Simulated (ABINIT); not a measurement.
MoS2:

```
CELL_PARAMETERS angstrom
1.58000 0.91221 6.15000
-1.58000 0.91221 6.15000
0.00000 -1.82443 6.15000
ATOMIC_POSITIONS crystal
Mo 0.00000 0.00000 0.00000
S 0.41700 0.41700 0.41700
S 0.25000 0.25000 0.25000
```

Measurements of this composition are mostly on another form, of space group No. 194.

Base run:

```yaml
Program: ABINIT 10.8.3 (patched build)
Functional: PBEsol
Potentials_or_basis: PseudoDojo NC SR PBEsol v0.4.1 standard
Cutoff: 980 eV
k_mesh: 8 × 8 × 8
Occupations: fermi-dirac, width 0.05 eV
Spin: no spin polarisation
```

Its results: band gap on the k mesh 0.99 eV, indirect (least direct gap 2.03 eV); pressure 0.3 GPa; largest force 0.269 eV/Å.

Task: After a change of settings the same cell gave: band gap on the k mesh 1.07 eV, indirect (least direct gap 2.02 eV); pressure 7.7 GPa; largest force 0.560 eV/Å. Which change was it?
A. functional from PBEsol to RPBE; potentials or basis from PseudoDojo NC SR PBEsol v0.4.1 standard to SPMS NC PBE v1.0; cutoff from 980 eV to 599 eV
B. functional from PBEsol to LDA; potentials or basis from PseudoDojo NC SR PBEsol v0.4.1 standard to PseudoDojo NC SR LDA v0.4.1 standard; cutoff from 980 eV to 1088 eV
C. functional from PBEsol to WC; potentials or basis from PseudoDojo NC SR PBEsol v0.4.1 standard to PseudoDojo NC SR PBEsol v0.4 stringent
D. functional from PBEsol to LDA; potentials or basis from PseudoDojo NC SR PBEsol v0.4.1 standard to PseudoDojo NC SR LDA v0.4 stringent

Result: A.

Caveats: the potentials were made for another functional, which shifts forces and pressure (some runs).

Runs at the PBE level aren't shown here.
